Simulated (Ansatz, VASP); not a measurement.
## One calculation of Cu, two programs

INCAR

```
SYSTEM = Cu
PREC = Accurate
ENCUT = 520
EDIFF = 1E-6
ISMEAR = 0
SIGMA = 0.15
LREAL = .FALSE.
LASPH = .TRUE.
NELM = 100
ALGO = Normal
ISIF = 2
LWAVE = .FALSE.
LCHARG = .TRUE.
GGA = PS
LELF = .TRUE.
LVHAR = .TRUE.
NBANDS = 12
```

The input KPOINTS:

```
Automatic mesh
0
G
  24 24 24
  0 0 0
```

The input POSCAR:

```
Cu
1.0
   -1.4427933200      1.4290325055      1.3616535168
    1.4427933200     -1.4565541345      1.3905093832
    1.4427933200      1.4565541345     -1.3905093832
Cu
1
Direct
    0.0000000000      0.0000000000      0.0000000000
```

Input for Ansatz:

```yaml
crystal:
  lattice:
    - [-1.44279332, 1.4290325055, 1.3616535168]
    - [1.44279332, -1.4565541345, 1.3905093832]
    - [1.44279332, 1.4565541345, -1.3905093832]
  atoms:
    - { symbol: Cu, position: [0.0, 0.0, 0.0] }
basis:
  ecutwfc: 420
kpoints:
  mp_grid: { grid: [24, 24, 24] }
hamiltonian:
  xc: pbesol
scf:
  occupations: { method: gaussian, width: 0.15 }
output:
  forces: true
  stress: true
  eigenvalues: true
```

Change from the starting cell: strain -0.0200 x Voigt [0, 0, 0, 1, 0, 0], atoms carried along.

Alike in both runs: task single point; functional PBEsol; k mesh 24 × 24 × 24; occupations gaussian, width 0.15 eV; no spin polarisation.

|  | VASP | Ansatz |
| --- | --- | --- |
| version | VASP 6.6.1 | Ansatz 0.2.0 |
| potentials or method | VASP PAW PBE potentials, release 64 (Cu) | scalar-relativistic, plane waves, PAW |
| plane-wave cutoff (eV) | 520 | 420 |
| valence electrons in the cell | 11 | 19 |

```csv
,VASP,Ansatz,Ansatz less VASP
gap on the k mesh at the Fermi level (eV),none,none,-
pressure (GPa),-0.6,-1.3,-0.75
largest component of the traceless stress (GPa),1.92,1.96,+0.039
```

A gap of «none» marks a metal or a gap that the smearing closes. With one functional, cell and mesh, what is left measures potentials, basis and numerics. The two sets of potentials don't hold the same shells in valence.

Caveats: the PAW data sets were made with another functional, which shifts forces and pressure a little (VASP).
